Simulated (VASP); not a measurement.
Here is a VASP 6.6.1 calculation.

INCAR

```
SYSTEM = Mg2Ge
  ALGO = Fast
  EDIFF = 1E-6
  ENCUT = 520
  GGA = PE
  ISIF = 2
  ISMEAR = 0
  LASPH = .TRUE.
  LCHARG = .TRUE.
  LELF = .TRUE.
  LREAL = .FALSE.
  LVHAR = .TRUE.
  LWAVE = .FALSE.
  NBANDS = 16
  NELM = 100
  PREC = Accurate
  SIGMA = 0.1
```

Contents of KPOINTS:

```
k-points
0
G
  6 6 6
  0 0 0
```

POSCAR

```
Mg2Ge
1.0
    0.0000000000      3.1842960000      3.1842960000
    3.1842960000      0.0000000000      3.1842960000
    3.1842960000      3.1842960000      0.0000000000
Mg Ge
2 1
Direct
    0.7500000000      0.7500000000      0.7500000000
    0.2500000000      0.2500000000      0.2500000000
    0.0000000000      0.0000000000      0.0000000000
```

Potentials or basis: VASP PAW PBE potentials, release 64 (Mg, Ge_d).

The run is started by

```bash
$ cat potpaw_PBE.64/Mg/POTCAR potpaw_PBE.64/Ge_d/POTCAR > POTCAR
$ mpirun -np 1 vasp_std > vasp.out
```

Predict the band gap on the k mesh.

0.13 eV, indirect (least direct gap 1.08 eV).

What does it give for the pressure?

1.0 GPa.

A k mesh can miss the band edges.
